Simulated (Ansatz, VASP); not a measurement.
# One calculation of Li, two programs

The input INCAR:

```
  PREC = Accurate
  ENCUT = 600
  EDIFF = 1E-7
  ISMEAR = 0
  SIGMA = 0.1
  LREAL = F
  LASPH = T
  NELM = 100
  ALGO = Normal
  ISIF = 3
  LWAVE = F
  LCHARG = F
  GGA = PE
  IBRION = 2
  NSW = 100
  EDIFFG = -0.01
```

The input KPOINTS:

```
Automatic mesh
0
Gamma
  12 12 16
```

The input POSCAR:

```
Li
1.0
    4.9567143293      0.0000000000      0.0000000000
   -2.4783571647      4.2926405285      0.0000000000
    0.0000000000      0.0000000000      2.8646099703
Li
3
Direct
    0.0000000000      0.0000000000      0.0000000000
    0.6666666667      0.3333333333      0.5000000000
    0.3333333333      0.6666666667      0.5000000000
```

Input for Ansatz:

```yaml
crystal:
  lattice:
    - [4.9567143293, 0.0, 0.0]
    - [-2.4783571647, 4.2926405285, 0.0]
    - [0.0, 0.0, 2.8646099703]
  atoms:
    - { symbol: Li, position: [0.0, 0.0, 0.0] }
    - { symbol: Li, position: [0.6666666667, 0.3333333333, 0.5] }
    - { symbol: Li, position: [0.3333333333, 0.6666666667, 0.5] }
basis:
  ecutwfc: 420
kpoints:
  mp_grid: { grid: [12, 12, 16] }
hamiltonian:
  xc: pbe
scf:
  occupations: { method: gaussian, width: 0.1 }
output:
  forces: true
  stress: true
  eigenvalues: true
  write_density: true
  write_potential: true
  elf: true
  volumetric_format: npy
relax:
  adjacent_minimum: "off"
  f_tol: 0.01
  max_steps: 80
  cell: { stress_tol: 0.05 }
```

Alike in both runs: task relaxation of cell and atoms; functional PBE; k mesh 12 × 12 × 16; occupations gaussian, width 0.1 eV; no spin polarisation.

```csv
,VASP,Ansatz
version,VASP 6.6.1,Ansatz 0.2.0
potentials or method,"VASP PAW PBE potentials, release 64 (Li_sv)","scalar-relativistic, plane waves, PAW"
plane-wave cutoff (eV),600,420
valence electrons in the cell,9,9
```

```tsv
	VASP	Ansatz	Ansatz less VASP
gap on the k mesh at the Fermi level, each at its own relaxed structure (eV)	none	none	-
relaxed volume (Å³/atom)	20.08	20.26	+0.187
relaxed cell length with the largest relative difference (Å)	2.885	2.898	+0.0129
```

A gap of «none» marks a metal or a gap that the smearing closes.

Caveats: the cutoff is under 1.25 times the usual one of these potentials, so pressure, stress and relaxed cells hold a basis-set (Pulay) error (VASP).
